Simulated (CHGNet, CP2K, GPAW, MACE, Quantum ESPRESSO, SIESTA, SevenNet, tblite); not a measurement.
## CP2K on generalised stacking fault on (110) of BePd (80 atoms): settings against a plane-wave reference

Aim: run generalised stacking fault on (110) of BePd (80 atoms) in CP2K and see how near its forces come to a plane-wave reference, and at what cost.

Method: the method is named at each step, in CP2K 2026.2.

### 1. The starting structure

The cell holds 80 atoms: 40 Be and 40 Pd. Cell: a = 5.626 Å, b = 7.956 Å, c = 20.002 Å, α = 90.0°, β = 83.9°, γ = 90.0°. It derives from BePd (CsCl-type). CsCl-type BePd (a = 2.813 Å), cell with z along [110], 2 x 2 x 5 periods; the third cell vector is tilted by 0.750 of [001] and lengthened by 0 Å, so the cell holds one fault; displaced by a Gaussian of 0.01 Å. Then every atom was moved at random, 0.03 Å r.m.s. a Cartesian component. The structure's axis is c.

The yardstick, on the same geometry:

```
method                 : Kohn-Sham DFT, PBE, SSSP efficiency 1.3.0 pseudopotentials, plane waves (Quantum ESPRESSO 7.5); sssp-pbe-1.3.0-efficiency, cutoffs 55/440 Ry, Γ point
r.m.s. force component : 0.3677 eV/Å
longest force          : 1.658 eV/Å
pressure               : 7.469 GPa
time                   : 2.5 min on 4 MPI ranks of Arm Neoverse V1, shared host
CPU time               : 9.9 min
```

### 2. PBE, DZVP-MOLOPT-SR, 600/50 Ry, diagonalisation

Method: Kohn-Sham DFT, PBE, GTH-PBE pseudopotentials, Gaussian and plane waves, DZVP-MOLOPT-SR-GTH, diagonalisation.

File input.inp:

```
&GLOBAL
  PROJECT cell
  RUN_TYPE ENERGY_FORCE
  PRINT_LEVEL LOW
&END GLOBAL
&FORCE_EVAL
  METHOD QS
  STRESS_TENSOR ANALYTICAL
  &DFT
    BASIS_SET_FILE_NAME BASIS_MOLOPT
    POTENTIAL_FILE_NAME GTH_POTENTIALS
    &MGRID
      CUTOFF 600
      REL_CUTOFF 50
      NGRIDS 5
    &END MGRID
    &QS
      EPS_DEFAULT 1.0E-12
    &END QS
    &SCF
      SCF_GUESS ATOMIC
      EPS_SCF 5.0E-06
      MAX_SCF 200
      ADDED_MOS 64
      &DIAGONALIZATION
        ALGORITHM STANDARD
      &END DIAGONALIZATION
      &SMEAR ON
        METHOD FERMI_DIRAC
        ELECTRONIC_TEMPERATURE [K] 580
      &END SMEAR
      &MIXING
        METHOD BROYDEN_MIXING
        ALPHA 0.15
        NBROYDEN 12
      &END MIXING
      &PRINT
        &RESTART OFF
        &END RESTART
      &END PRINT
    &END SCF
    &XC
      &XC_FUNCTIONAL PBE
      &END XC_FUNCTIONAL
    &END XC
    &PRINT
      &MULLIKEN ON
      &END MULLIKEN
      &HIRSHFELD ON
        SHAPE_FUNCTION DENSITY
      &END HIRSHFELD
      &MO ON
        EIGENVALUES T
        OCCUPATION_NUMBERS T
        MO_INDEX_RANGE 429 452
        &EACH
          QS_SCF 0
        &END EACH
        ADD_LAST NUMERIC
      &END MO
    &END PRINT
  &END DFT
  &SUBSYS
    &CELL
      A 5.62600 0.00000 0.00000
      B 0.00000 7.95637 0.00000
      C 2.10975 0.00000 19.89091
    &END CELL
    &COORD
      Be 5.58505 7.94690 19.87559
      Pd 1.38902 7.93656 1.96065
      Be 0.67628 0.01878 0.02526
      Pd 4.27701 0.00947 1.99824
      Be 5.54807 3.99211 19.87122
      Pd 1.43739 3.98200 2.01037
      Be 2.77636 3.98781 19.86744
      Pd 4.20584 4.03730 2.03265
      Be 5.59144 1.99132 1.97616
      Pd 1.37122 1.99776 3.92249
      Be 2.80173 1.95743 1.99207
      Pd 4.20538 2.05624 3.98455
      Be 5.66657 7.93513 3.92627
      Pd 1.38495 0.01520 5.98259
      Be 2.74403 0.00501 4.00106
      Pd 4.19636 0.00676 5.91615
      Be 5.56964 5.95773 2.04121
      Pd 1.46538 5.95749 3.96844
      Be 2.78953 5.95964 1.95448
      Pd 4.18855 5.96338 3.93462
      Be 5.63345 4.01558 3.95610
      Pd 1.40130 4.02576 5.96329
      Be 2.79331 3.94938 4.02751
      Pd 4.20848 3.96848 5.95514
      Be 5.67989 2.00516 5.93326
      Pd 1.39158 2.00453 7.93130
      Be 2.83259 1.99952 5.98279
      Pd 4.20411 1.97827 7.91996
      Be 5.65745 7.92733 7.92772
      Pd 1.41861 7.92446 9.91641
      Be 2.79476 7.93743 7.97427
      Pd 4.19288 7.94634 9.95281
      Be 5.56999 5.96600 5.97921
      Pd 1.36412 6.03029 8.00927
      Be 2.84748 6.02369 5.99214
      Pd 4.24347 5.96791 7.94363
      Be 5.63492 3.99609 7.95716
      Pd 1.36049 3.94556 9.91741
      Be 2.82233 3.97429 7.91221
      Pd 4.19580 4.00540 9.91721
      Be 5.63016 2.01567 9.88916
      Pd 1.39599 1.94883 11.91286
      Be 2.81275 1.98376 9.95003
      Pd 4.24184 1.97000 11.90431
      Be 5.60472 0.04201 11.98268
      Pd 7.05038 0.01647 13.88962
      Be 2.83178 0.00406 11.93236
      Pd 4.23499 7.95613 13.91270
      Be 5.58362 5.94007 9.91880
      Pd 1.40134 5.97484 11.93892
      Be 2.83761 5.93227 9.97430
      Pd 4.16854 5.98367 11.95006
      Be 5.62999 3.97421 11.91963
      Pd 7.03884 3.98909 13.90335
      Be 2.81557 3.94819 11.92639
      Pd 4.24082 3.97230 13.96819
[... 20 atom lines left out ...]
      Be 5.64837 6.00173 17.89207
      Pd 4.95892 5.92057 0.02486
      Be 2.81308 6.01732 17.91534
      Pd 2.10692 5.92941 0.00676
    &END COORD
    &KIND Be
      BASIS_SET DZVP-MOLOPT-SR-GTH-q4
      POTENTIAL GTH-PBE-q4
    &END KIND
    &KIND Pd
      BASIS_SET DZVP-MOLOPT-SR-GTH-q18
      POTENTIAL GTH-PBE-q18
    &END KIND
  &END SUBSYS
  &PRINT
    &FORCES ON
    &END FORCES
    &STRESS_TENSOR ON
    &END STRESS_TENSOR
  &END PRINT
&END FORCE_EVAL
```

The run is started by

```
OMP_NUM_THREADS=1 mpirun -np 4 cp2k.psmp -i input.inp > output.txt
```

Numbers of over 12 decimals in the logs are rounded to 6 here.

What it wrote:

```text
CP2K| version string:                                       CP2K version 2026.2
 CP2K| Input file name                                                 input.inp
 GLOBAL| Basis set file name                                        BASIS_MOLOPT
 GLOBAL| Potential file name                                      GTH_POTENTIALS
 GLOBAL| Run type                                                   ENERGY_FORCE
 GLOBAL| Total number of message passing processes                             4
 GLOBAL| Number of threads for this process                                    1
 TOTAL NUMBERS AND MAXIMUM NUMBERS
  Total number of            - Atomic kinds:                                   2
                             - Atoms:                                         80
                             - Shell sets:                                    80
                             - Shells:                                       440
                             - Primitive Cartesian functions:                480
                             - Cartesian basis functions:                   1440
                             - Spherical basis functions:                   1240
  Maximum angular momentum of- Orbital basis functions:                        3
                             - Local part of the GTH pseudopotential:          6
                             - Non-local part of the GTH pseudopotential:      4
 SCF PARAMETERS         Density guess:                                    ATOMIC
                        max_scf:                                             200
                        eps_scf:                                        5.00E-06
                        added MOs                                        64    0
                        Mixing method:                            BROYDEN_MIXING
                                                charge density mixing in g-space
                        Smear method:                                FERMI_DIRAC
                        Electronic temperature [K]:                        580.0
                        Electronic temperature [a.u.]:                  1.84E-03
                        Accuracy threshold:                             1.00E-10
 Extrapolation method: initial_guess
 Number of electrons:                                                        880
 Number of occupied orbitals:                                                440
 Number of molecular orbitals:                                               504
 Number of orbital functions:                                               1240
 Number of independent orbital functions:                                   1240
 SCF WAVEFUNCTION OPTIMIZATION
  Step     Update method      Time    Convergence         Total energy    Change
     1 NoMix/Diag. 0.15E+00    4.6     1.34482996     -5701.3806066198 -5.70E+03
     2 Broy./Diag. 0.15E+00    8.0     0.15880090     -5831.9778046802 -1.31E+02
     3 Broy./Diag. 0.15E+00    7.9     0.19439838     -5742.1134815433  8.99E+01
     4 Broy./Diag. 0.15E+00    8.0     0.02535778     -5668.1720370929  7.39E+01
[...]
15 Broy./Diag. 0.15E+00    8.2     0.00000759     -5677.6254901903  5.08E-05
    16 Broy./Diag. 0.15E+00    8.1     0.00000435     -5677.6253427570  1.47E-04
  *** SCF run converged in    16 steps ***
  Electronic density on regular grids:       -879.9999999998        0.0000000002
  Core density on regular grids:              879.9999999996       -0.0000000004
  Total charge density on r-space grids:       -0.0000000002
  Total charge density g-space grids:          -0.0000000002
  Overlap energy of the core charge distribution:               4.51e-12
  Self energy of the core charge distribution:              -9472.457308
  Core Hamiltonian energy:                                   2130.195831
  Hartree energy:                                            2284.433897
  Exchange-correlation energy:                               -619.784546
  Electronic entropic energy:                                  -0.013217
  Fermi energy:                                                 0.482904
  Total energy:                                             -5677.625343
  Total energy (extrapolated to T->0):                      -5677.618734
 MO| EIGENVALUES AND OCCUPATION NUMBERS
 MO|
 MO|  Index      Eigenvalue [a.u.]        Eigenvalue [eV]             Occupation
 MO|    429               0.440312              11.981494               2.000000
 MO|    430               0.450442              12.257143               2.000000
 MO|    431               0.451635              12.289609               2.000000
[...]
MO|    451               0.494035              13.443374               0.004656
 MO|    452               0.494600              13.458759               0.003425
 MO| Sum:                                                             880.000000
 MO| E(Fermi):            0.482904 a.u.         13.140476 eV
 !-----------------------------------------------------------------------------!
                     Mulliken Population Analysis
 #  Atom  Element  Kind  Atomic population                           Net charge
       1     Be       1          3.477140                              0.522860
       2     Pd       2         18.566004                             -0.566004
       3     Be       1          3.426995                              0.573005
[...]
79     Be       1          3.457612                              0.542388
      80     Pd       2         18.558024                             -0.558024
 # Total charge                            880.000000                  0.000000
 !-----------------------------------------------------------------------------!
 !-----------------------------------------------------------------------------!
                           Hirshfeld Charges
  #Atom  Element  Kind  Ref Charge     Population                    Net charge
      1       Be     1       4.000          4.215                        -0.215
      2       Pd     2      18.000         17.771                         0.229
      3       Be     1       4.000          4.222                        -0.222
[...]
79       Be     1       4.000          4.238                        -0.238
     80       Pd     2      18.000         17.774                         0.226
  Total Charge                                                           -0.000
 !-----------------------------------------------------------------------------!
 ENERGY| Total FORCE_EVAL ( QS ) energy [hartree]          -5677.625417
 FORCES| Atomic forces [hartree/bohr]
 FORCES|   Atom     x               y               z               |f|
 FORCES|      1 -4.60981908E-03 -1.14457143E-03 -1.55698369E-02   1.62782154E-02
 FORCES|      2  1.15077958E-02 -2.41043208E-03  6.47455271E-03   1.34223463E-02
 FORCES|      3 -1.45452140E-02 -3.44065569E-03 -2.98441884E-02   3.33777912E-02
[...]
FORCES|     79 -3.78973530E-03 -8.84314999E-03 -8.57851881E-03   1.28900885E-02
 FORCES|     80  5.78062155E-03  5.45276227E-03 -1.27512433E-02   1.50247266E-02
 FORCES| Sum    -2.02840114E-04  1.65424120E-03 -7.18257505E-04
 FORCES| Total atomic force                                       1.81481456E-03
 STRESS| Analytical stress tensor [bar]
 STRESS|                        x                   y                   z
 STRESS|      x        1.78579909339E+05  -5.43058408565E+02   1.50978655608E+04
 STRESS|      y       -5.43058408565E+02   2.22046238074E+04   2.24483410559E+03
 STRESS|      z        1.50978655608E+04   2.24483410559E+03   7.12926052016E+04
 STRESS| 1/3 Trace                                             9.06923794493E+04
```

Wall time 2.6 min (4 MPI ranks of Arm Neoverse V1, shared host); peak memory 4.7 GiB.

Banners, paths, timers and routine set-up lines are dropped from the logs unmarked, and long logs keep their key lines alone; longer cuts are marked.

Against the reference:

| Item | Value |
| --- | --- |
| r.m.s. force component | 0.3863 eV/Å |
| r.m.s. difference of force components | 24.42 meV/Å |
| longest difference of force vectors | 107.4 meV/Å |
| force difference over r.m.s. force | 6.64 % |
| slope of forces against the reference's | 1.05 |
| correlation of force components | 0.9991 |
| pressure | 9.069 GPa |
| pressure difference | 1.6 GPa |

Length of the force difference by element (eV/Å):

| element | atoms | mean | most |
| --- | --- | --- | --- |
| Be | 40 | 0.042 | 0.11 |
| Pd | 40 | 0.033 | 0.069 |

The surroundings of Be29, picked at random, nearest first, numbered as they follow in the input and with coordinates relative to it.

| atom | x | y | z | distance (Å) | bonds | Hirshfeld charge (e) | Fx | Fy | Fz (eV/Å) |
| --- | --- | --- | --- | --- | --- | --- | --- | --- | --- |
| Be29 | 0.00 | 0.00 | 0.00 | 0.00 | 14 | -0.23 | -0.45 | 0.34 | 0.18 |
| Pd34 | 1.33 | -1.90 | 0.08 | 2.32 | 14 | 0.23 | 0.57 | -0.74 | -0.62 |
| Pd14 | 1.35 | 0.04 | -1.95 | 2.37 | 14 | 0.23 | 0.18 | 0.00 | -0.13 |
| Pd36 | -1.41 | -1.96 | 0.02 | 2.42 | 14 | 0.23 | -0.66 | -0.20 | -0.31 |
| Pd30 | 1.39 | 0.00 | 1.99 | 2.42 | 14 | 0.23 | -0.27 | 0.39 | 0.56 |
| Pd26 | 1.36 | 2.03 | 0.00 | 2.45 | 14 | 0.23 | -0.02 | -0.04 | 0.06 |
| Pd28 | -1.45 | 2.01 | -0.01 | 2.48 | 14 | 0.23 | 0.09 | -0.19 | 0.19 |
| Pd16 | -1.46 | 0.04 | -2.01 | 2.49 | 14 | 0.23 | 0.27 | 0.05 | 0.14 |
| Pd32 | -1.46 | 0.02 | 2.03 | 2.50 | 14 | 0.23 | 0.45 | 0.20 | -0.12 |
| Be31 | 2.76 | 0.01 | 0.05 | 2.76 | 14 | -0.23 | 0.13 | 0.19 | -0.23 |
| Be33 | -0.09 | -1.96 | -1.95 | 2.77 | 14 | -0.23 | 0.34 | 0.10 | -0.22 |
| Be49 | -0.07 | -1.99 | 1.99 | 2.81 | 14 | -0.23 | 0.14 | 0.08 | 0.27 |
| Be41 | -0.03 | 2.04 | 1.96 | 2.83 | 14 | -0.23 | -0.12 | -0.20 | 0.09 |
| Be25 | 0.02 | 2.03 | -1.99 | 2.85 | 14 | -0.23 | -0.18 | -0.01 | -0.02 |
| Be31 | -2.86 | 0.01 | 0.05 | 2.86 | 14 | -0.23 | 0.13 | 0.19 | -0.23 |

Forces lie 6.6 % from the reference's, at 1.1 times its CPU time.

### 3. PBE+D3, DZVP-MOLOPT-SR, 600/50 Ry, diagonalisation

Method: Kohn-Sham DFT, PBE+D3, GTH-PBE pseudopotentials, Gaussian and plane waves, DZVP-MOLOPT-SR-GTH, diagonalisation.

input.inp, as its differences from that of step 2:

```diff
@@ -44,2 +44,10 @@
       &END XC_FUNCTIONAL
+      &VDW_POTENTIAL
+        POTENTIAL_TYPE PAIR_POTENTIAL
+        &PAIR_POTENTIAL
+          TYPE DFTD3
+          PARAMETER_FILE_NAME dftd3.dat
+          REFERENCE_FUNCTIONAL PBE
+        &END PAIR_POTENTIAL
+      &END VDW_POTENTIAL
     &END XC
@@ -69,3 +77,28 @@
     &COORD
-[... 80 atom lines left out: the same atoms as in the first run ...]
+      SCALED
+      Be 0.61801 0.99881 0.99923
+      Pd 0.20993 0.99751 0.09857
+      Be 0.11973 0.00236 0.00127
+      Pd 0.72255 0.00119 0.10046
+      Be 0.61152 0.50175 0.99901
+      Pd 0.21759 0.50048 0.10107
+      Be 0.11893 0.50121 0.99882
+      Pd 0.70925 0.50743 0.10219
+      Be 0.95660 0.25028 0.09935
+      Pd 0.16978 0.25109 0.19720
+      Be 0.46044 0.24602 0.10015
+      Pd 0.67237 0.25844 0.20032
+      Be 0.93319 0.99733 0.19739
+      Pd 0.13338 0.00191 0.30077
+      Be 0.41231 0.00063 0.20115
+      Pd 0.63435 0.00085 0.29743
+      Be 0.95150 0.74880 0.10262
+      Pd 0.18565 0.74877 0.19951
+      Be 0.45898 0.74904 0.09826
+      Pd 0.67032 0.74951 0.19781
+[... 56 atom lines left out ...]
+      Be 0.66666 0.75433 0.89951
+      Pd 0.88096 0.74413 0.00125
+      Be 0.16226 0.75629 0.90068
+      Pd 0.37437 0.74524 0.00034
     &END COORD
```

What it wrote:

```text
CP2K| version string:                                       CP2K version 2026.2
 CP2K| Input file name                                                 input.inp
 GLOBAL| Basis set file name                                        BASIS_MOLOPT
 GLOBAL| Potential file name                                      GTH_POTENTIALS
 GLOBAL| Run type                                                   ENERGY_FORCE
 GLOBAL| Total number of message passing processes                             4
 GLOBAL| Number of threads for this process                                    1
 TOTAL NUMBERS AND MAXIMUM NUMBERS
  Total number of            - Atomic kinds:                                   2
                             - Atoms:                                         80
[... lines left out ...]
                        Smear method:                                FERMI_DIRAC
[... lines left out ...]
 Number of electrons:                                                        880
[... lines left out ...]
  Step     Update method      Time    Convergence         Total energy    Change
[... lines left out ...]
  *** SCF run converged in    16 steps ***
[... lines left out ...]
  Fermi energy:                                                 0.482904
  Total energy:                                             -5678.994703
  Total energy (extrapolated to T->0):                      -5678.988094
[... lines left out ...]
 MO| E(Fermi):            0.482904 a.u.         13.140477 eV
[... lines left out ...]
 !-----------------------------------------------------------------------------!
 !-----------------------------------------------------------------------------!
                           Hirshfeld Charges
  #Atom  Element  Kind  Ref Charge     Population                    Net charge
      1       Be     1       4.000          4.215                        -0.215
      2       Pd     2      18.000         17.771                         0.229
      3       Be     1       4.000          4.222                        -0.222
[...]
79       Be     1       4.000          4.238                        -0.238
     80       Pd     2      18.000         17.774                         0.226
  Total Charge                                                           -0.000
 !-----------------------------------------------------------------------------!
 ENERGY| Total FORCE_EVAL ( QS ) energy [hartree]          -5678.994777
 FORCES| Atomic forces [hartree/bohr]
 FORCES|   Atom     x               y               z               |f|
 FORCES|      1 -3.87329177E-03 -1.15048466E-03 -1.58371143E-02   1.63444239E-02
 FORCES|      2  1.15036946E-02 -2.33503496E-03  8.12866545E-03   1.42780454E-02
 FORCES|      3 -1.36629141E-02 -3.26248567E-03 -2.99874508E-02   3.31144416E-02
[...]
FORCES|     79 -3.74025385E-03 -8.37905106E-03 -8.45500108E-03   1.24773811E-02
 FORCES|     80  5.77639688E-03  5.37436564E-03 -1.40678635E-02   1.61293320E-02
 FORCES| Sum    -2.03144187E-04  1.65386445E-03 -7.18591640E-04
 FORCES| Total atomic force                                       1.81463746E-03
 STRESS| Analytical stress tensor [bar]
 STRESS|                        x                   y                   z
 STRESS|      x        1.00192501494E+05  -5.82648149866E+02   1.44554856424E+04
 STRESS|      y       -5.82648149866E+02  -5.69610110953E+04   2.27816110726E+03
 STRESS|      z        1.44554856424E+04   2.27816110726E+03  -7.98730142656E+03
 STRESS| 1/3 Trace                                             1.17480629907E+04
```

Wall time 2.7 min (4 MPI ranks); peak memory 4.8 GiB.

Numbers from this run, and their distance from the reference:

* r.m.s. force component: 0.3799 eV/Å
* r.m.s. difference of force components: 29.62 meV/Å
* longest difference of force vectors: 143.7 meV/Å
* force difference over r.m.s. force: 8.056 %
* slope of forces against the reference's: 1.03
* correlation of force components: 0.9974
* pressure: 1.175 GPa
* pressure difference: -6.294 GPa

Against the first run (6.6 %), the force difference from the reference is 8.1 %, at 1.0 times the CPU time; the model has changed, so this is no error of the program alone.

[end of part 1 of 2]

[Also dropped from logs without a mark: logging warnings of Python, and SIESTA's first energy breakdown and zero terms.]

[Logs are printed without paths, hosts, clocks, repeated set-up lines and the standing remarks that a program may print on its own settings, such as how far it seeks lower states.]

[Hosts, paths, dates, database ids (printed as entryN), source tags and the programs' standing remarks are cut or masked in the printed files.]
